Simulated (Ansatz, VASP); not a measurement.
## Two plane-wave programs on MgO

INCAR

```
PREC = Accurate
ENCUT = 520
EDIFF = 1E-6
ISMEAR = -1
SIGMA = 0.05
LREAL = False
LASPH = True
NELM = 60
ALGO = Normal
ISIF = 2
LWAVE = False
LCHARG = True
GGA = PE
LELF = True
LVHAR = True
NBANDS = 11
```

KPOINTS

```
Automatic mesh
0
Gamma
  10 10 10
```

The input POSCAR:

```
MgO
1.0
    0.0000000000      2.3061600000      2.3061600000
    2.3061600000      0.0000000000      2.3061600000
    2.3061600000      2.3061600000      0.0000000000
Mg O
1 1
Direct
    0.5000000000      0.5000000000      0.5000000000
    0.7500000000      0.7500000000      0.7500000000
```

File input.yaml:

```yaml
crystal:
  lattice:
    - [0.0, 2.30616, 2.30616]
    - [2.30616, 0.0, 2.30616]
    - [2.30616, 2.30616, 0.0]
  atoms:
    - { symbol: Mg, position: [0.5, 0.5, 0.5] }
    - { symbol: O, position: [0.75, 0.75, 0.75] }
hamiltonian:
  xc: pbe
  pseudopotentials: { kind: paw }
kpoints:
  mp_grid: { grid: [10, 10, 10] }
scf:
  occupations: { method: fermi_dirac, width: 0.05 }
output:
  forces: true
  stress: true
  eigenvalues: true
```

The cell was built by a generator and needn't be a form met in nature.

Alike in both runs: task single point; functional PBE; k mesh 10 × 10 × 10; occupations fermi-dirac, width 0.05 eV; no spin polarisation.

```csv
,VASP,Ansatz
version,VASP 6.6.1,Ansatz 0.2.0
potentials or method,"VASP PAW PBE potentials, release 64 (Mg, O)",Ansatz PAW
plane-wave cutoff (eV),520,420
valence electrons in the cell,8,16
```

VASP gave:

```
gap on the k mesh at the Fermi level (eV) : 3.47
least direct gap on the mesh (eV)         : 3.47
pressure (GPa)                            : -0.4
```

Task: Estimate Ansatz's values.

Result: gap on the k mesh at the Fermi level (eV): 3.48; least direct gap on the mesh (eV): 3.48; pressure (GPa): 0.0.

The two sets of potentials don't hold the same shells in valence.

Caveats: the pressure holds a Pulay correction of +0.5 GPa for the finite cutoff (Ansatz). Expect the measured gap to be larger: semilocal functionals such as PBE lack the derivative discontinuity.
